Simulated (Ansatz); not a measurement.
HfO$_{2}$: moving Hf off its site

HfO$_{2}$, P4_2/nmc, a = 3.604 Å, c = 5.264 Å. This isn't the usual stable structure of the compound. Ansatz: PBE, PAW, 420 eV, Γ-centred 6×6×4 mesh on 6 atoms, Gaussian smearing 0.05 eV; no spin polarisation.

```
CELL_PARAMETERS angstrom
3.60430 0.00000 0.00000
0.00000 3.60430 0.00000
0.00000 0.00000 5.26397
ATOMIC_POSITIONS crystal
Hf 0.50000 0.50000 0.50000
Hf 0.00000 0.00000 0.00000
O 0.00000 0.50000 0.69325
O 0.50000 0.00000 0.80675
O 0.50000 0.00000 0.30675
O 0.00000 0.50000 0.19325
```

Atom 1 (Hf) moves by x along the unit vector (0.707, -0.707, 0.000), with its periodic images; all else is held. y is the free energy of the cell over the start, F the force along the path summed over the moved atoms. Symmetry makes y even in x.

```tsv
x (Å)	y (meV)	F (eV/Å)
-0.2000	?	?
-0.0667	21.2	0.64
0.0000	0.0	0.00
0.0333	5.3	-0.32
0.1000	48.3	-0.99
0.1333	87.2	-1.35
0.1667	139.0	-1.76
```

Fit y = c2 x² + c4 x⁴ to the energies of the other rows, give the force constant, and predict energy and force of the missing row.

Least squares on the rows shown. y = 4734.2 x² + 9651.0 x⁴. The force constant is 2 c2 = 9.47 eV/Å² (for all images moving together, not for a lone atom). The force −dy/dx at the missing row is 2.20 eV/Å (computed 2.19). At x = -0.2000 the fit asked for gives 204.8 meV. The run gave 204.6 meV, so the fit is 0.2 meV too high, a small miss on the scale of the series.

Spin–orbit coupling is left out, which can shift energies with elements as heavy as these.

Cost: 7 runs of about 1.2 core-minutes in all, on Arm Neoverse V2 (shared hosts).